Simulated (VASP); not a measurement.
# Ta (Im-3m) in VASP: notebook

One crystal, Ta, is run at these levels: PBE; tasks: single point.

Program: VASP 6.6.1. These are calculated values, not measurements. Logs are shortened: lines on timing, memory, paths and dates and some standing lists are left out, and cuts for length are marked.

## (1) The undisturbed crystal

It takes space group Im-3m (No. 229, cubic). The conventional cell has a = 3.303 Å, b = 3.303 Å, c = 3.303 Å, α = 90.00°, β = 90.00°, γ = 90.00°. Ta (site symmetry m-3m) is surrounded by 8 Ta at 2.86 Å.

## (2) Single point, PBE, non-collinear spin, zero start, spin-orbit coupling (a relaxed cell with its volume scaled by 0.91)

Input file INCAR:

```
PREC = Accurate
ENCUT = 520
EDIFF = 1E-7
ISMEAR = 0
SIGMA = 0.1
LREAL = False
LASPH = True
NELM = 80
ALGO = Normal
ISIF = 2
LWAVE = False
LCHARG = False
LNONCOLLINEAR = True
MAGMOM = 0 0 0
LORBIT = 11
LSORBIT = True
GGA_COMPAT = False
LMAXMIX = 4
GGA = PE
NBANDS = 22
KPAR = 4
```

Input file KPOINTS:

```
regular mesh
0
Gamma
  18 18 18
```

Input file POSCAR:

```
Ta                                      
1.0
   -1.6076705445      1.6076705445      1.6076705445
    1.6076705445     -1.6076705445      1.6076705445
    1.6076705445      1.6076705445     -1.6076705445
  Ta            
     1
Direct
     0.0000000000000000    0.0000000000000000    0.0000000000000000
```

Potentials or basis: VASP PAW PBE potentials, release 64 (Ta_pv).

Launch:

```bash
cat potpaw_PBE.64/Ta_pv/POTCAR > POTCAR
mpirun -np 4 vasp_ncl > vasp.out
```

OUTCAR:

```text
PREC = Accurate
   ENCUT = 520
   EDIFF = 1E-7
   ISMEAR = 0
   LREAL = False
   LASPH = True
   NELM = 80
   ISIF = 2
   LNONCOLLINEAR = True
   LORBIT = 11
   LSORBIT = True
   GGA = PE

 ion  position               nearest neighbor table
   1  0.000  0.000  0.000-

  LATTYP: Found a body centered cubic cell.
 ALAT       =     3.2153410890

  Lattice vectors:

 A1 = (  -1.6076705445,   1.6076705445,   1.6076705445)
 A2 = (   1.6076705445,  -1.6076705445,   1.6076705445)
 A3 = (   1.6076705445,   1.6076705445,  -1.6076705445)

Analysis of symmetry for initial positions (statically):
=====================================================================
 Subroutine PRICEL returns:
 Original cell was already a primitive cell.

 Routine SETGRP: Setting up the symmetry group for a
 body centered cubic supercell.

 Subroutine GETGRP returns: Found 48 space group operations
 (whereof 48 operations were pure point group operations)
 out of a pool of 48 trial point group operations.

The static configuration has the point symmetry O_h .

Analysis of symmetry for dynamics (positions and initial velocities):
=====================================================================
 Subroutine PRICEL returns:
 Original cell was already a primitive cell.

 Routine SETGRP: Setting up the symmetry group for a
 body centered cubic supercell.

 Subroutine GETGRP returns: Found 48 space group operations
 (whereof 48 operations were pure point group operations)
 out of a pool of 48 trial point group operations.

The dynamic configuration has the point symmetry O_h .

Analysis of structural, dynamic, and magnetic symmetry:
=====================================================================
 Subroutine PRICEL returns:
 Original cell was already a primitive cell.

 Routine SETGRP: Setting up the symmetry group for a
 body centered cubic supercell.

 Subroutine GETGRP returns: Found 48 space group operations
 (whereof 48 operations were pure point group operations)
 out of a pool of 48 trial point group operations.

The overall configuration has the point symmetry O_h .

 Subroutine INISYM returns: Found 48 space group operations
 (whereof 48 operations are pure point group operations),
 and found     1 'primitive' translations

----------------------------------------------------------------------------------------

                                     Primitive cell

  volume of cell :      16.6208

  direct lattice vectors                    reciprocal lattice vectors
    -1.607670544  1.607670544  1.607670544     0.000000000  0.311008995  0.311008995
     1.607670544 -1.607670544  1.607670544     0.311008995  0.000000000  0.311008995
     1.607670544  1.607670544 -1.607670544     0.311008995  0.311008995  0.000000000

  length of vectors
     2.784567065  2.784567065  2.784567065     0.439833138  0.439833138  0.439833138

  position of ions in fractional coordinates (direct lattice)
     0.000000000  0.000000000  0.000000000

  ion indices of the primitive-cell ions
   primitive index   ion index
                 1           1

----------------------------------------------------------------------------------------

 KPOINTS: regular mesh

Automatic generation of k-mesh.
 Grid dimensions read from file:
 generate k-points for:   18   18   18

 Generating k-lattice:

  Cartesian coordinates                     Fractional coordinates (reciprocal lattice)
     0.000000000  0.017278277  0.017278277     0.055555556  0.000000000  0.000000000
     0.017278277  0.000000000  0.017278277     0.000000000  0.055555556  0.000000000
     0.017278277  0.017278277  0.000000000     0.000000000  0.000000000  0.055555556

  Length of vectors
     0.024435174  0.024435174  0.024435174

  Shift w.r.t. Gamma in fractional coordinates (k-lattice)
     0.000000000  0.000000000  0.000000000

 Subroutine IBZKPT returns following result:
 ===========================================

 Found    195 irreducible k-points:

 Following reciprocal coordinates:
            Coordinates               Weight
  0.000000  0.000000  0.000000      1.000000
  0.055556  0.000000  0.000000     12.000000
  0.111111  0.000000  0.000000     12.000000
  0.166667  0.000000  0.000000     12.000000
  0.222222  0.000000  0.000000     12.000000
  0.277778  0.000000  0.000000     12.000000
[... 16 lines left out ...]
  0.333333  0.111111  0.000000     48.000000
  0.388889  0.111111  0.000000     48.000000
 [... further k-points ...]
   k-points           NKPTS =    195   k-points in BZ     NKDIM =    195   number of bands    NBANDS=     22
   number of dos      NEDOS =    301   number of ions     NIONS =      1
   total plane-waves  NPLWV =  13824
   dimension x,y,z NGX =    24 NGY =   24 NGZ =   24
   dimension x,y,z NGXF=    48 NGYF=   48 NGZF=   48
   ions per type =               1
   NGX,Y,Z   is equivalent  to a cutoff of  14.33, 14.33, 14.33 a.u.
   NGXF,Y,Z  is equivalent  to a cutoff of  28.66, 28.66, 28.66 a.u.
 SYSTEM =  unknown system
   PREC   = accura    normal or accurate (medium, high low for compatibility)
   ISTART =      0    job   : 0-new  1-cont  2-samecut
   ICHARG =      2    charge: 1-file 2-atom 10-const
   ISPIN  =      1    spin polarized calculation?
   LNONCOLLINEAR =      T non collinear calculations
   LSORBIT =      T    spin-orbit coupling
   LASPH  =      T    aspherical Exc in radial PAW
   ENCUT  =  520.0 eV  38.22 Ry    6.18 a.u.   5.18  5.18  5.18*2*pi/ulx,y,z
   NELM   =     80;   NELMIN=  2; NELMDL= -5     # of ELM steps
   EDIFF  = 0.1E-06   stopping-criterion for ELM
   LREAL  =      F    real-space projection
   EDIFFG = 0.1E-05   stopping-criterion for IOM
   NSW    =      0    number of steps for IOM
   IBRION =     -1    ionic relax: 0-MD 1-quasi-New 2-CG
   NFREE  =      0    steps in history (QN), initial steepest desc. (CG)
   ISIF   =      2    stress and relaxation
   ISYM   =      2    0-nonsym 1-usesym 2-fastsym
   POTIM  = 0.5000    time-step for ionic-motion
   TEBEG  =    0.0;   TEEND  =   0.0 temperature during run
   PSTRESS=    0.0 pullay stress
   NELECT =      11.0000    total number of electrons
   NUPDOWN=      -1.0000    fix difference up-down
   EMIN   =  10.00;   EMAX   =-10.00  energy-range for DOS
   EFERMI =   0.00;   METHOD = LEGACY
   ISMEAR =     0;   SIGMA  =   0.10  broadening in eV -4-tet -1-fermi 0-gaus
   EFERMI_NEDOS =   21; number of points for ismear=-14 and -15
   IALGO  =     38    algorithm
   IMIX   =      4    mixing-type and parameters
     AMIX     =   0.40;   BMIX     =  1.00
     AMIX_MAG =   1.60;   BMIX_MAG =  1.00
  volume/ion in A,a.u.               =      16.62       112.16
  Fermi-wavevector in a.u.,A,eV,Ry     =   1.426665  2.696006 27.692931  2.035373
  Thomas-Fermi vector in A             =   2.546918
   LORBIT       =     11    0 simple, 1 ext, 2 COOP (PROOUT), +10 PAW based schemes
   GGA     = PE    functional components
   LHFCALC =     F    Hartree Fock is set to
   AEXX    =    0.0000 exact exchange contribution
   IVDW    =     0    specifies the selected vdW correction
   LEPSILON=     F    determine dielectric tensor
   LRPA    =     F    only Hartree local field effects (RPA)
 Gauss-broadening in eV      SIGMA  =   0.10
  energy-cutoff  :      520.00
  volume of cell :       16.62
 maximum number of plane-waves:       936
 NGX is ok and might be reduce to    24
   NGX = 11   NGY = 11   NGZ = 11

 number of electron      11.0000000 magnetization       0.0000000      0.0000000      0.0000000

 number of electron      10.9999999 magnetization       0.0000000     -0.0000000     -0.0000000

 number of electron      10.9999999 magnetization      -0.0000000      0.0000000      0.0000000

 Free energy of the ion-electron system (eV)
  ---------------------------------------------------
  ext. energy  EPLUGINS =         0.00000000
  ---------------------------------------------------
  free energy    TOTEN  =       -12.42472998 eV

  energy without entropy =      -12.41871805  energy(sigma->0) =      -12.42172401

 E-fermi :   6.1326     XC(G=0): -13.0352

 val. band max:        6.1290737940   @ k =  -0.2778   0.3889   0.1111
 cond. band min:       6.1434861870   @ k =   0.3889   0.2222   0.0000
 fundamental gap:      0.0144123930
 Fermi energy:         6.1326354287

 k-point     1 :       0.0000    0.0000    0.0000
  band No.  band energies     occupation
      1     -32.0997      1.00000
      2     -32.0997      1.00000
      3     -24.0050      1.00000
      4     -24.0050      1.00000
      5     -24.0050      1.00000
      6     -24.0050      1.00000
[... 574 lines left out ...]
      6     -24.3495      1.00000
[... 14 lines left out ...]
     21      19.8052      0.00000
     22      19.8052      0.00000

 [... further k-points ...]

------------------------ aborting loop because EDIFF is reached ----------------------------------------

  FORCE on cell =-STRESS in cart. coord.  units (eV):
  Direction    XX          YY          ZZ          XY          YZ          ZX
  --------------------------------------------------------------------------------------
  -------------------------------------------------------------------------------------
  Total        2.2890081      2.2890081      2.2890081      0.0000000      0.0000000      0.0000000
  in kB      220.6514315    220.6514315    220.6514315      0.0000000      0.0000000      0.0000000
  external PRESSURE =     220.6514315 kB  Pullay stress =       0.0000000 kB

 VOLUME and BASIS-vectors are now :
 -----------------------------------------------------------------------------
  energy-cutoff  :      520.00
  volume of cell :       16.62
      direct lattice vectors                 reciprocal lattice vectors
    -1.607670544  1.607670544  1.607670544     0.000000000  0.311008995  0.311008995
     1.607670544 -1.607670544  1.607670544     0.311008995  0.000000000  0.311008995
     1.607670544  1.607670544 -1.607670544     0.311008995  0.311008995  0.000000000

 POSITION                                       TOTAL-FORCE (eV/Angst)
 -----------------------------------------------------------------------------------
      0.00000      0.00000      0.00000        -0.000000     -0.000000      0.000000
 -----------------------------------------------------------------------------------
    total drift:                                0.000000      0.000000      0.000000

  FREE ENERGIE OF THE ION-ELECTRON SYSTEM (eV)
  ---------------------------------------------------
  free  energy   TOTEN  =       -12.4247299757 eV

  energy  without entropy=      -12.4187180502  energy(sigma->0) =      -12.42172401

 Spin-Orbit-Coupling matrix elements

 Ion:    1  E_soc:     -1.4185243
 l=   1
     0.0000000    -0.2161066    -0.2161066
    -0.2161066     0.0000000    -0.2161066
    -0.2161066    -0.2161066     0.0000000
 l=   2
     0.0000000    -0.0051763     0.0000000    -0.0051763    -0.0151378
    -0.0051763     0.0000000    -0.0113533    -0.0051763    -0.0037844
     0.0000000    -0.0113533     0.0000000    -0.0113533     0.0000000
    -0.0051763    -0.0051763    -0.0113533     0.0000000    -0.0037844
    -0.0151378    -0.0037844     0.0000000    -0.0037844     0.0000000
 l=   3
     0.0000000     0.0000000     0.0000000     0.0000000     0.0000000     0.0000000     0.0000000
     0.0000000     0.0000000     0.0000000     0.0000000     0.0000000     0.0000000     0.0000000
     0.0000000     0.0000000     0.0000000     0.0000000     0.0000000     0.0000000     0.0000000
     0.0000000     0.0000000     0.0000000     0.0000000     0.0000000     0.0000000     0.0000000
     0.0000000     0.0000000     0.0000000     0.0000000     0.0000000     0.0000000     0.0000000
     0.0000000     0.0000000     0.0000000     0.0000000     0.0000000     0.0000000     0.0000000
     0.0000000     0.0000000     0.0000000     0.0000000     0.0000000     0.0000000     0.0000000

 total charge

# of ion       s       p       d       tot
------------------------------------------
    1        0.391   6.188   2.531   9.110

 magnetization (x)

# of ion       s       p       d       tot
------------------------------------------
    1       -0.000   0.000  -0.000  -0.000

 magnetization (y)

# of ion       s       p       d       tot
------------------------------------------
    1       -0.000  -0.000   0.000  -0.000

 magnetization (z)

# of ion       s       p       d       tot
------------------------------------------
    1        0.000   0.000   0.000   0.000
```

Run time: 22 s. Hardware: 4 MPI ranks of Intel Xeon Platinum 8559C (Emerald Rapids), shared host; peak memory 0.26 GiB.

What came out:

* Free energy: -12.4247 eV
* Pressure: 22.1 GPa
* Net moment: 0.00 μB per cell
* Valence electrons inside the program's atomic spheres: Ta 9.11

Moments on the atoms (μB; x, y, z):
```
Ta  0.00 0.00 0.00
```

Caveat: so large a pressure means that the cell lies far from this level's equilibrium, or that cutoff or potentials fall short.

## (3) Single point, PBE, non-collinear spin, zero start, spin-orbit coupling (a relaxed cell with its volume scaled by 1.09)

INCAR is that of step 2.

KPOINTS is that of step 2.

Input file POSCAR:

```
Ta                                      
1.0
   -1.7073612609      1.7073612609      1.7073612609
    1.7073612609     -1.7073612609      1.7073612609
    1.7073612609      1.7073612609     -1.7073612609
  Ta            
     1
Direct
     0.0000000000000000    0.0000000000000000    0.0000000000000000
```

Potentials or basis: VASP PAW PBE potentials, release 64 (Ta_pv).

Launch:

```bash
cat potpaw_PBE.64/Ta_pv/POTCAR > POTCAR
mpirun -np 4 vasp_ncl > vasp.out
```

Run time: 21 s. Hardware: 4 MPI ranks of Intel Xeon Platinum 8559C (Emerald Rapids), shared host; peak memory 0.26 GiB.

It converged, with:

- Free energy: -12.4524 eV
- Pressure: -14.1 GPa
- Net moment: 0.00 μB per cell
- Valence electrons inside the program's atomic spheres: Ta 8.77

Moments on the atoms (μB; x, y, z):
```
Ta  0.00 0.00 0.00
```
